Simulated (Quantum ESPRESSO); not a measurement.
A calculation with Quantum ESPRESSO 7.5 of AlCo (native input, structure typed inline):

pw.in

```
&CONTROL
  calculation = 'scf'
  prefix = 'pwscf'
  outdir = './tmp'
  pseudo_dir = './pseudo'
  tprnfor = .true.
  tstress = .true.
  disk_io = 'low'
/
&SYSTEM
  ibrav = 0
  nat = 2
  ntyp = 2
  ecutwfc = 56
  ecutrho = 448
  nbnd = 19
  occupations = 'smearing'
  smearing = 'fd'
  degauss = 0.00367493
  nspin = 2
  starting_magnetization(1) = 0.1176
  starting_magnetization(2) = 0
/
&ELECTRONS
  conv_thr = 4d-10
  electron_maxstep = 120
  mixing_beta = 0.3
/
ATOMIC_SPECIES
Co    58.9332 co_pbesol_v1.2.uspp.F.UPF
Al    26.9815 al_pbesol_v1.uspp.F.UPF
CELL_PARAMETERS angstrom
   2.8194032100    0.0000000000    0.0000000000
   0.0000000000    2.8194032100    0.0000000000
   0.0000000000    0.0000000000    2.8194032100
ATOMIC_POSITIONS crystal
Co     0.5000000000    0.5000000000    0.5000000000
Al     0.0000000000    0.0000000000    0.0000000000
K_POINTS automatic
9 9 9 0 0 0
```

pp_density.in

```
&INPUTPP
  prefix = 'pwscf'
  outdir = './tmp'
  filplot = 'density.dat'
  plot_num = 0
/
&PLOT
  nfile = 1
  filepp(1) = 'density.dat'
  iflag = 3
  output_format = 6
  fileout = 'density.cube'
/
```

File pp_potential.in:

```
&INPUTPP
  prefix = 'pwscf'
  outdir = './tmp'
  filplot = 'potential.dat'
  plot_num = 11
/
&PLOT
  nfile = 1
  filepp(1) = 'potential.dat'
  iflag = 3
  output_format = 6
  fileout = 'potential.cube'
/
```

File pp_spin.in:

```
&INPUTPP
  prefix = 'pwscf'
  outdir = './tmp'
  filplot = 'spin.dat'
  plot_num = 6
/
&PLOT
  nfile = 1
  filepp(1) = 'spin.dat'
  iflag = 3
  output_format = 6
  fileout = 'spin.cube'
/
```

Potentials or basis: GBRV 1.5 PBEsol.

Launch:

```sh
$ OMP_NUM_THREADS=1 mpirun -n 2 pw.x -nk 2 -in pw.in > pw.out
$ OMP_NUM_THREADS=1 mpirun -n 1 pp.x -in pp_density.in > pp_density.out
$ OMP_NUM_THREADS=1 mpirun -n 1 pp.x -in pp_potential.in > pp_potential.out
$ OMP_NUM_THREADS=1 mpirun -n 1 pp.x -in pp_spin.in > pp_spin.out
```

The cell is a database's computed one.

Question: Write the same calculation in another form: ASE script, structure from a POSCAR.

Answer: As run:

The input run.py:

```python
import numpy as np
from ase.calculators.espresso import Espresso, EspressoProfile
from ase.io import read

atoms = read('POSCAR')
atoms.set_initial_magnetic_moments([2.0, 0.0])

input_data = {
    'control': {'calculation': 'scf', 'prefix': 'pwscf', 'outdir': './tmp', 'tprnfor': True, 'tstress': True, 'disk_io': 'nowf'},
    'system': {'ecutwfc': 56.0, 'ecutrho': 448.0, 'nbnd': 19, 'occupations': 'smearing', 'smearing': 'fd', 'degauss': 0.00367493, 'nspin': 2},
    'electrons': {'conv_thr': 4e-10, 'electron_maxstep': 120, 'mixing_beta': 0.3},
}
pseudopotentials = {'Co': 'co_pbesol_v1.2.uspp.F.UPF', 'Al': 'al_pbesol_v1.uspp.F.UPF'}
profile = EspressoProfile(command='mpirun -n 2 pw.x -nk 2', pseudo_dir='pseudo')
dft = Espresso(profile=profile, input_data=input_data, pseudopotentials=pseudopotentials, kpts=(9, 9, 9), koffset=(0, 0, 0))
atoms.calc = dft

print(f'energy {atoms.get_potential_energy():.8f} eV')
print('forces (eV/A)')
print(np.round(atoms.get_forces(), 6))
print('stress (eV/A^3, Voigt)')
print(np.round(atoms.get_stress(), 8))
print(f'Fermi level {dft.get_fermi_level():.4f} eV')
```

Contents of POSCAR:

```
AlCo
1.0
    2.8194032100      0.0000000000      0.0000000000
    0.0000000000      2.8194032100      0.0000000000
    0.0000000000      0.0000000000      2.8194032100
Co Al
1 1
Direct
    0.5000000000      0.5000000000      0.5000000000
    0.0000000000      0.0000000000      0.0000000000
```

Potentials or basis: GBRV 1.5 PBEsol.

The run is started by

```bash
$ OMP_NUM_THREADS=1 python run.py
```

Both were run:

|  | native input, structure typed inline | ASE script, structure from a POSCAR |
| --- | --- | --- |
| Pressure | 0.5 GPa | 0.5 GPa |
| Band gap on the k mesh | none (metal or under the smearing width) | none (metal or under the smearing width) |
| Net moment | 0.00 μB per cell | 0.00 μB per cell |
| Absolute moment | 0.00 μB per cell | 0.00 μB per cell |
| Valence electrons inside the program's atomic spheres | Co 15.66; Al 1.24 | Co 15.66; Al 1.24 |

Keys that steer only the numerical path or the files written may differ.

Caveat: the starting moments collapsed, and a magnetic state may lie lower.
